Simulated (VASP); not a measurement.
Crystal: Pt.

```
Pt
1.0
    -1.55688    1.55688    1.55688
     1.55688   -1.55688    1.55688
     1.55688    1.55688   -1.55688
Pt
1
Direct
  0.00000 0.00000 0.00000
```

The cell was built by a generator and needn't be a form met in nature.

| Quantity | Value |
| --- | --- |
| Program | VASP 6.6.1 |
| Task | relaxation of cell and atoms |
| Functional | RPBE |
| Potentials or basis | VASP PAW PBE potentials, release 64 (Pt) |
| Cutoff | 600 eV |
| k mesh | 14 × 14 × 14 |
| Occupations | fermi-dirac, width 0.1 eV |
| Spin | no spin polarisation |

At the start: pressure 17.0 GPa; volume 15.09 Å³/atom.

Task: Where does the relaxation end?

Result: Over 16 steps the energy falls by 49.9 meV/atom and the volume is 16.10 Å³/atom (+6.6 %); space group Im-3m (No. 229, to 0.05 Å).

Step by step:
```csv
step,energy change (eV),largest force (eV/Å),pressure (GPa),volume (Å³)
1,0.0000,0.0000,17.02,15.09
2,0.1812,0.0000,-22.33,18.88
3,-0.0497,0.0000,-0.85,16.17
4,-0.0499,0.0000,-0.12,16.11
5,-0.0499,0.0000,0.16,16.09
6,-0.0499,0.0000,0.17,16.09
7,-0.0499,0.0000,0.17,16.09
8,-0.0499,0.0000,0.14,16.09
9,-0.0499,0.0000,0.15,16.09
10,-0.0499,0.0000,0.15,16.09
11,-0.0499,0.0000,0.15,16.09
12,-0.0499,0.0000,0.15,16.09
13,-0.0499,0.0000,0.15,16.09
14,-0.0499,0.0000,0.14,16.09
15,-0.0499,0.0000,0.14,16.09
16,-0.0499,0.0000,0.08,16.10
```

Final structure:
```yaml
crystal:
  lattice:
    - [-1.59060, 1.59060, 1.59060]
    - [1.59060, -1.59060, 1.59060]
    - [1.59060, 1.59060, -1.59060]
  atoms:
    - { symbol: Pt, position: [0.00000, 0.00000, 0.00000] }
```

Caveat: the PAW data sets were made with another functional, which shifts forces and pressure a little.
